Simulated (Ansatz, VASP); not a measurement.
# One calculation of BP, two programs

```
B P
1.0
     5.32142    0.00000    0.00000
     0.00000    5.32142    0.00000
     0.00000    0.00000    5.32142
B P
4 4
Direct
  0.87500 0.87500 0.87500
  0.62500 0.12500 0.37500
  0.12500 0.37500 0.62500
  0.37500 0.62500 0.12500
  0.37500 0.37500 0.37500
  0.12500 0.62500 0.87500
  0.62500 0.87500 0.12500
  0.87500 0.12500 0.62500
```

Alike in both runs: functional PBE; k mesh 4 × 4 × 4; occupations gaussian, width 0.1 eV; no spin polarisation.

Ansatz relaxed the structure, and its values are those at the end. VASP's run is a single point on that final structure, the one shown.

```csv
,VASP,Ansatz
version,VASP 6.6.1,Ansatz 0.2.0
potentials or method,"VASP PAW PBE potentials, release 64 (B, P)","scalar-relativistic, plane waves, PAW"
plane-wave cutoff (eV),520,420
valence electrons in the cell,32,32
```

VASP gave:

| Property | Result |
| --- | --- |
| gap on the k mesh at the Fermi level (eV) | none |
| pressure (GPa) | 0.0 |

Task: What did Ansatz give for the same quantities?

Result: gap on the k mesh at the Fermi level (eV): none; pressure (GPa): 0.1.

A gap of «none» marks a metal or a gap that the smearing closes. The functional is the same, so the differences come from potentials, cutoffs and numerics.
